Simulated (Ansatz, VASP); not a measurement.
LiF (Griceite): VASP beside Ansatz

File INCAR:

```
SYSTEM = LiF
ALGO = Normal ; EDIFF = 1E-6
ENCUT = 520 ; GGA = PE
ISIF = 2 ; ISMEAR = 0
LASPH = .TRUE. ; LCHARG = .FALSE.
LREAL = .FALSE. ; LWAVE = .FALSE.
NBANDS = 12 ; NELM = 60
PREC = Accurate ; SIGMA = 0.02
```

KPOINTS

```
k-points
0
G
  10 10 10
  0 0 0
```

POSCAR

```
LiF
1.0
    0.0000000000      1.9920215868      1.9920215868
    1.9920215868      0.0000000000      1.9920215868
    1.9920215868      1.9920215868      0.0000000000
Li F
1 1
Direct
    0.0000000000      0.0000000000      0.0000000000
    0.5000000000      0.5000000000      0.5000000000
```

Input for Ansatz:

```yaml
crystal:
  lattice:
    - [0.0, 1.9920215868, 1.9920215868]
    - [1.9920215868, 0.0, 1.9920215868]
    - [1.9920215868, 1.9920215868, 0.0]
  atoms:
    - { symbol: Li, position: [0.0, 0.0, 0.0] }
    - { symbol: F, position: [0.5, 0.5, 0.5] }
basis:
  ecutwfc: 420
kpoints:
  mp_grid: { grid: [10, 10, 10] }
hamiltonian:
  xc: pbe
scf:
  occupations: { method: gaussian, width: 0.02 }
output:
  forces: true
  stress: true
  eigenvalues: true
```

Alike in both runs: task single point; functional PBE; k mesh 10 × 10 × 10; occupations gaussian, width 0.02 eV; no spin polarisation.

|  | VASP | Ansatz |
| --- | --- | --- |
| version | VASP 6.6.1 | Ansatz 0.2.0 |
| potentials or method | VASP PAW PBE potentials, release 64 (Li_sv, F) | scalar-relativistic, plane waves, PAW |
| plane-wave cutoff (eV) | 520 | 420 |
| valence electrons in the cell | 10 | 10 |

|  | VASP | Ansatz | Ansatz less VASP |
| --- | --- | --- | --- |
| gap on the k mesh at the Fermi level (eV) | 9.39 | 9.39 | -0.003 |
| least direct gap on the mesh (eV) | 9.39 | 9.39 | -0.003 |

 PBE gaps usually lie below the measured ones, often by a third to a half. A k mesh can miss the band edges.
